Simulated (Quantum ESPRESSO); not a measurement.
Input of a Quantum ESPRESSO 7.5 run:

The input pw.in:

```
&CONTROL
  calculation = 'scf'
  prefix = 'pwscf'
  outdir = './tmp'
  pseudo_dir = './pseudo'
  tprnfor = .true.
  disk_io = 'low'
/
&SYSTEM
  ibrav = 0
  celldm(1) = 8
  nat = 8
  ntyp = 1
  ecutwfc = 82
  nbnd = 24
  occupations = 'smearing'
  smearing = 'fd'
  degauss = 0.00367493
/
&ELECTRONS
  conv_thr = 8d-09
  electron_maxstep = 150
  mixing_beta = 0.3
  mixing_mode = 'local-TF'
/
ATOMIC_SPECIES
C     12.0110 C.upf
CELL_PARAMETERS alat
  0.5801685828007   0.0000000000000   0.0000000000000
 -0.2900842914003   0.5024455362435   0.0000000000000
  0.0000000000000   0.0000000000000   6.0742619439034
ATOMIC_POSITIONS crystal
C      0.0833794600    0.1667589200    0.2916598359
C      0.4166205400    0.8332410800    0.2916598359
C      0.5833794600    0.1667589200    0.4293862844
C      0.9166205400    0.8332410800    0.4293862844
C      0.0833794600    0.1667589200    0.5706137156
C      0.4166205400    0.8332410800    0.5706137156
C      0.5833794600    0.1667589200    0.7083401641
C      0.9166205400    0.8332410800    0.7083401641
K_POINTS automatic
10 10 1 0 0 0
```

File pp_density.in:

```
&INPUTPP
  prefix = 'pwscf'
  outdir = './tmp'
  filplot = 'density.dat'
  plot_num = 0
/
&PLOT
  nfile = 1
  filepp(1) = 'density.dat'
  iflag = 3
  output_format = 6
  fileout = 'density.cube'
/
```

File pp_potential.in:

```
&INPUTPP
  prefix = 'pwscf'
  outdir = './tmp'
  filplot = 'potential.dat'
  plot_num = 11
/
&PLOT
  nfile = 1
  filepp(1) = 'potential.dat'
  iflag = 3
  output_format = 6
  fileout = 'potential.cube'
/
```

File pp_elf.in:

```
&INPUTPP
  prefix = 'pwscf'
  outdir = './tmp'
  filplot = 'elf.dat'
  plot_num = 8
/
&PLOT
  nfile = 1
  filepp(1) = 'elf.dat'
  iflag = 3
  output_format = 6
  fileout = 'elf.cube'
/
```

Potentials or basis: PseudoDojo 0.4.1 SR PBE standard.

Run with:

```bash
$ OMP_NUM_THREADS=1 mpirun -n 2 pw.x -nk 2 -in pw.in > pw.out
$ OMP_NUM_THREADS=1 mpirun -n 1 pp.x -in pp_density.in > pp_density.out
$ OMP_NUM_THREADS=1 mpirun -n 1 pp.x -in pp_potential.in > pp_potential.out
$ OMP_NUM_THREADS=1 mpirun -n 1 pp.x -in pp_elf.in > pp_elf.out
```

Task: Predict the ionisation potential of the upper face.

Result: 4.95 eV.

Task: What does it give for the electron affinity of the upper face?

Result: 3.55 eV.

Task: What does it give for the band gap on the k mesh?

Result: 1.41 eV, indirect (least direct gap 1.47 eV).

Task: Predict the largest force.

Result: 0.039 eV/Å.

Forces on the atoms (eV/Å):
```
C    0.000 -0.019 -0.033
C    0.000  0.019 -0.033
C    0.000 -0.018  0.009
C    0.000  0.018  0.009
C    0.000 -0.018 -0.009
C    0.000  0.018 -0.009
C    0.000 -0.019  0.033
C    0.000  0.019  0.033
```

Caveat: ionisation potential and electron affinity come from Kohn-Sham levels, which understate the gap. PBE gaps usually lie below the measured ones, often by a third to a half.
